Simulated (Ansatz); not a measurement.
Ta2N: energy from the work of forces and stress

```yaml
crystal:
  lattice:
    - [3.11286, 0.00000, 0.00000]
    - [-1.55643, 2.69582, 0.00000]
    - [0.00000, 0.00000, 4.86984]
  atoms:
    - { symbol: Ta, position: [0.66667, 0.33333, 0.74529] }
    - { symbol: Ta, position: [0.33333, 0.66667, 0.25471] }
    - { symbol: N, position: [0.00000, 0.00000, 0.00000] }
```

Level of theory: DFT PBE, scalar-relativistic, plane waves, PAW in Ansatz 0.2.0.

Cutoff 420 eV; k points 15×15×10 on the computed 3-atom cell (Γ-centred); Gaussian smearing, width 0.10 eV; no spin polarisation.

At the start the stress (GPa, compression positive, xx yy zz yz xz xy) is -1.69 -1.69 -0.63 0.00 0.00 0.00 and the forces (eV/Å) are Ta1 (0.00, 0.00, 0.06); Ta2 (0.00, 0.00, -0.06); N3 (0.00, 0.00, 0.00). Each variant moves atoms by u and then strains the cell by ε, so an atom ends at (r + u)(1 + ε); shears are tensor components, each standing twice in ε. The starting volume is 40.87 Å³.

Variant 1: strain (xx yy zz yz xz xy, %) -4.98 -4.98 1.02 0.00 0.00 0.00, moves (Å) Ta1 (0.000, 0.000, -0.037); Ta2 (0.000, 0.000, 0.037). There the stress is 30.73 30.73 21.77 0.00 0.00 0.00 GPa and the forces (eV/Å) are Ta1 (0.00, 0.00, 0.25); Ta2 (0.00, 0.00, -0.25); N3 (0.00, 0.00, 0.00).

Variant 2: strain (xx yy zz yz xz xy, %) 4.59 4.59 -1.41 0.00 0.00 0.00, moves (Å) Ta1 (0.000, 0.000, 0.184); Ta2 (0.000, 0.000, -0.184). There the stress is -5.56 -5.56 -1.53 0.00 0.00 0.00 GPa and the forces (eV/Å) are Ta1 (0.00, 0.00, -3.21); Ta2 (0.00, 0.00, 3.21); N3 (0.00, 0.00, 0.00).

Variant 3: strain (xx yy zz yz xz xy, %) 2.17 2.17 8.17 0.00 0.00 0.00, moves (Å) Ta1 (0.000, 0.000, 0.184); Ta2 (0.000, 0.000, -0.184). There the stress is -8.46 -8.46 -19.16 0.00 0.00 0.00 GPa and the forces (eV/Å) are Ta1 (0.00, 0.00, -2.28); Ta2 (0.00, 0.00, 2.28); N3 (0.00, 0.00, 0.00).

Variant 4: strain (xx yy zz yz xz xy, %) -2.46 -2.46 -0.96 0.00 0.00 0.00, moves (Å) Ta1 (0.000, 0.000, -0.037); Ta2 (0.000, 0.000, 0.037). There the stress is 15.32 15.32 16.70 0.00 0.00 0.00 GPa and the forces (eV/Å) are Ta1 (0.00, 0.00, 0.70); Ta2 (0.00, 0.00, -0.70); N3 (0.00, 0.00, 0.00).

Problem. Estimate each change of free energy from forces and stresses by the trapezoid rule along the path (r + tu)(1 + tε), t from 0 to 1, and compare with the computed change.

Solution. The derivative of the energy along the path is −F·u(1 + tε) for the atoms and −V σ(1 + tε)⁻¹ : ε for the cell, with F, σ and V taken at t (σ positive in compression; 1 eV/Å³ = 160.2 GPa). Averaging t = 0 and t = 1 gives, in meV per atom:
```csv
variant,work on atoms,work on cell,sum,computed
1,3.9,109.4,113.3,104.6
2,190.1,27.6,217.7,233.0
3,147.3,91.9,239.3,299.4
4,9.3,33.7,43.0,40.5
```

The rule is exact for a quadratic energy surface and overshoots a term ct³ by c/2, so the difference between the last two columns measures the net anharmonic part along the path (terms of opposite sign can cancel, and the finite basis adds a little): 6 to 20 % here. The largest difference belongs to a path far outside the harmonic range.

Spin–orbit coupling is left out, which can shift energies with elements as heavy as these. Spin polarisation was left out, and a magnetic state may lie lower.

The sign of the error follows the kind of distortion. The trapezoid estimate is too high for the two variants compressed in the plane (1 and 4) and too low for the two expanded ones (2 and 3). This is the usual asymmetry of bonding: repulsion between overlapping shells stiffens the lattice on compression, while stretched bonds soften.

In variants 2 and 3 the Ta layers also move towards the nitrogen plane and away from each other across the nitrogen-free gap. The large restoring forces on Ta show how strongly this is resisted, probably through both Ta–N repulsion and the loss of Ta–Ta d bonding. Variant 3 opens the gap further by stretching the cell along the same axis, which suggests that weakened metal–metal bonding causes much of its shortfall, 239.3 against 299.4 meV per atom. Since strain and displacement change together, their anharmonic shares can't be separated. All four distortions keep the symmetry of the starting cell, so they don't test its stability against shear or nitrogen displacement.
